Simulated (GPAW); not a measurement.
The system is BaTiO3.

```
CELL_PARAMETERS angstrom
3.99980 0.00000 0.00000
0.00000 3.99980 0.00000
0.00000 0.00000 4.01800
ATOMIC_POSITIONS crystal
Ba 0.00000 0.00000 0.00000
Ti 0.50000 0.50000 0.49000
O 0.00000 0.50000 0.51700
O 0.50000 0.00000 0.51700
O 0.50000 0.50000 0.01900
```

```yaml
Program: GPAW 26.7.0
Task: relaxation of cell and atoms
Functional: PBEint
Potentials_or_basis: PAW data sets generated in the run's folder for this functional
Cutoff: 800 eV
Basis: pw
k_mesh: 4 × 4 × 4
Occupations: fermi-dirac, width 0.05 eV
Spin: no spin polarisation
```

At the start: pressure -0.2 GPa; volume 12.86 Å³/atom.

Where does the relaxation end?

Over 15 steps the energy falls by 3.3 meV/atom and the volume is 13.00 Å³/atom (+1.1 %); space group P4mm (No. 99, to 0.05 Å).

The path:
```tsv
step	energy change (eV)	largest force (eV/Å)	pressure (GPa)	volume (Å³)
1	0.0000	0.2882	-0.18	64.28
2	-0.0018	0.2416	-0.06	64.27
3	-0.0060	0.0975	0.77	64.25
4	-0.0066	0.0338	0.55	64.28
5	-0.0077	0.0468	0.34	64.35
6	-0.0110	0.1295	-0.26	64.62
7	-0.0137	0.1402	-0.58	64.89
8	-0.0152	0.0755	-0.57	65.10
9	-0.0155	0.0703	-0.45	65.10
10	-0.0160	0.0499	-0.19	65.05
11	-0.0162	0.0386	-0.09	65.02
12	-0.0163	0.0170	-0.08	65.01
13	-0.0163	0.0186	-0.09	65.01
14	-0.0163	0.0147	-0.08	65.00
15	-0.0163	0.0065	-0.04	64.99
```

Final structure:
```cif
data_structure
_symmetry_space_group_name_H-M 'P 1'
_symmetry_Int_Tables_number 1
_cell_length_a 3.9771
_cell_length_b 3.9771
_cell_length_c 4.1087
_cell_angle_alpha 90.000
_cell_angle_beta 90.000
_cell_angle_gamma 90.000
_cell_volume 64.99
loop_
_atom_site_label
_atom_site_type_symbol
_atom_site_fract_x
_atom_site_fract_y
_atom_site_fract_z
_atom_site_occupancy
Ba1 Ba 0.00000 0.00000 0.99571 1
Ti1 Ti 0.50000 0.50000 0.47867 1
O1 O 0.00000 0.50000 0.51844 1
O2 O 0.50000 0.00000 0.51844 1
O3 O 0.50000 0.50000 0.03192 1
```

Caveat: the k mesh is coarse; later steps reuse the first step's grids.
